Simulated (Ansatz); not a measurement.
What moves the field gradients of Si3N4?

Cell of run 1: a structure deposited in the COD, taken as it stands.

```cif
data_Si3N4
_symmetry_space_group_name_H-M 'P6_3'
_symmetry_Int_Tables_number 173
_cell_length_a 7.5950
_cell_length_b 7.5950
_cell_length_c 2.9023
_cell_angle_alpha 90.000
_cell_angle_beta 90.000
_cell_angle_gamma 120.000
loop_
_atom_site_label
_atom_site_type_symbol
_atom_site_symmetry_multiplicity
_atom_site_Wyckoff_symbol
_atom_site_fract_x
_atom_site_fract_y
_atom_site_fract_z
Si Si 6 c 0.7687 0.1744 0.2500
N7 N 6 c 0.0297 0.3295 0.2650
N13 N 2 b 0.3333 0.6667 0.2344
```

One atom of each set is listed.

Relaxed positions (PBE, cell held):

Si (0.7673, 0.1736, 0.3256)
N7 (0.0294, 0.3297, 0.3257)
N13 (0.3333, 0.6667, 0.8255)

All runs are DFT with Ansatz 0.2.0 (plane waves and PAW, scalar-relativistic unless spin–orbit coupling is named, Γ-centred meshes, Fermi–Dirac smearing where given) in this cell.

Run 1: PBE, atoms as given; 420 eV, 4×4×10 k-points, smearing 0.02 eV.
Run 2: PBE, atoms relaxed; 420 eV, 4×4×10 k-points, smearing 0.02 eV.
Run 3: r2SCAN, at the relaxed atoms; 500 eV, 4×4×10 k-points, smearing 0.02 eV.

```json
{"run": "1", "Si V_zz (η)": "5.83 (0.42)", "N7 V_zz (η)": "-4.72 (0.33)", "N13 V_zz (η)": "4.81 (0.00)"}
{"run": "2", "Si V_zz (η)": "0.99 (0.42)", "N7 V_zz (η)": "-4.90 (0.07)", "N13 V_zz (η)": "-4.83 (0.00)"}
{"run": "3", "Si V_zz (η)": "?", "N7 V_zz (η)": "?", "N13 V_zz (η)": "?"}
```

V_zz in 10²¹ V/m².

(1) Estimate the row of run 3.

Answers

(1) Si: 0.99 (0.40); N7: -4.89 (0.08); N13: -4.90 (0.00). It lies nearest to run 2, from whose tensors on these sites it differs by 0.07 at most (largest principal value of the difference, on N13). Taken one at a time, the positions of the atoms (as given or relaxed) move the tensors on these sites by up to 9.64 (largest principal value of the change, on N13), the functional (r2SCAN with its higher cutoff) by 0.07 (N13). On some sites the largest principal value moves to another axis from run to run, and the sign of V_zz can flip with it.

In run 1 the atoms aren't at the calculated equilibrium (largest force 2.5 eV/Å). The cell isn't the equilibrium one in runs 1, 2 (calculated pressure -2, 6 GPa, with larger principal stresses), and the entry's cell may itself be off.
